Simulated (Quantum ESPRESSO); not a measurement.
Crystal: Ge.

```
Ge
1.0
     0.00000    2.82891    2.82891
     2.82891    0.00000    2.82891
     2.82891    2.82891    0.00000
Ge
2
Direct
  0.75000 0.75000 0.75000
  0.50000 0.50000 0.50000
```

Base run:

* Program: Quantum ESPRESSO 7.5
* Functional: PBE
* Potentials or basis: PseudoDojo 0.4 FR PBE standard
* Cutoff: 1061 eV
* Density cutoff: 4245 eV
* k mesh: 8 × 8 × 8
* Occupations: fermi-dirac, width 0.05 eV
* Spin: spin-orbit coupling, no magnetisation

Its results: band gap on the k mesh none (metal or under the smearing width); pressure 3.8 GPa.

Question: The run is repeated on the same cell with these changes: k mesh from 8 × 8 × 8 to 4 × 4 × 4. What comes out?

Answer: Band gap on the k mesh none (metal or under the smearing width); pressure 4.6 GPa.

Caveats: some runs use coarse meshes; this crystal is a semiconductor, whose small gap the functional closes, so the metal is an error of the method.

Not every run made on this cell is shown here.
